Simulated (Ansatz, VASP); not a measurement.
## Two plane-wave programs on TaN

INCAR

```
PREC = Accurate
ENCUT = 520
EDIFF = 1E-7
ISMEAR = 0
SIGMA = 0.15
LREAL = F
LASPH = T
NELM = 100
ALGO = Normal
ISIF = 2
LWAVE = F
LCHARG = F
GGA = PS
NBANDS = 15
```

KPOINTS

```
regular mesh
0
Gamma
  18 18 18
```

Contents of POSCAR:

```
TaN
1.0
    0.0000000000      2.2879500000      2.0700500000
    2.2879500000      0.0000000000      2.0700500000
    2.2879500000      2.2879500000      0.0000000000
Ta N
1 1
Direct
    0.5000000000      0.5000000000      0.5000000000
    0.0000000000      0.0000000000      0.0000000000
```

Input for Ansatz:

```yaml
crystal:
  lattice:
    - [0.0, 2.28795, 2.07005]
    - [2.28795, 0.0, 2.07005]
    - [2.28795, 2.28795, 0.0]
  atoms:
    - { symbol: Ta, position: [0.5, 0.5, 0.5] }
    - { symbol: "N", position: [0.0, 0.0, 0.0] }
basis:
  ecutwfc: 420
kpoints:
  mp_grid: { grid: [18, 18, 18] }
hamiltonian:
  xc: pbesol
scf:
  occupations: { method: gaussian, width: 0.15 }
output:
  forces: true
  stress: true
  eigenvalues: true
```

Change from the starting cell: strain +0.050 along x and y, -0.050 along z, atoms carried along.

Alike in both runs: task single point; functional PBEsol; k mesh 18 × 18 × 18; occupations gaussian, width 0.15 eV; no spin polarisation.

|  | VASP | Ansatz |
| --- | --- | --- |
| version | VASP 6.6.1 | Ansatz 0.2.0 |
| potentials or method | VASP PAW PBE potentials, release 64 (Ta_pv, N) | scalar-relativistic, plane waves, PAW |
| plane-wave cutoff (eV) | 520 | 420 |
| valence electrons in the cell | 16 | 18 |

Ansatz gave:

```
gap on the k mesh at the Fermi level (eV)       : none
pressure (GPa)                                  : -2.6
largest component of the traceless stress (GPa) : 40.09
```

Estimate VASP's values.

gap on the k mesh at the Fermi level (eV): none; pressure (GPa): -1.7; largest component of the traceless stress (GPa): 40.52.

A gap of «none» marks a metal or a gap that the smearing closes. The two sets of potentials don't hold the same shells in valence.

Caveats: the PAW data sets were made with another functional, which shifts forces and pressure a little (VASP). Spin-orbit coupling is left out, which matters for the levels of Ta.
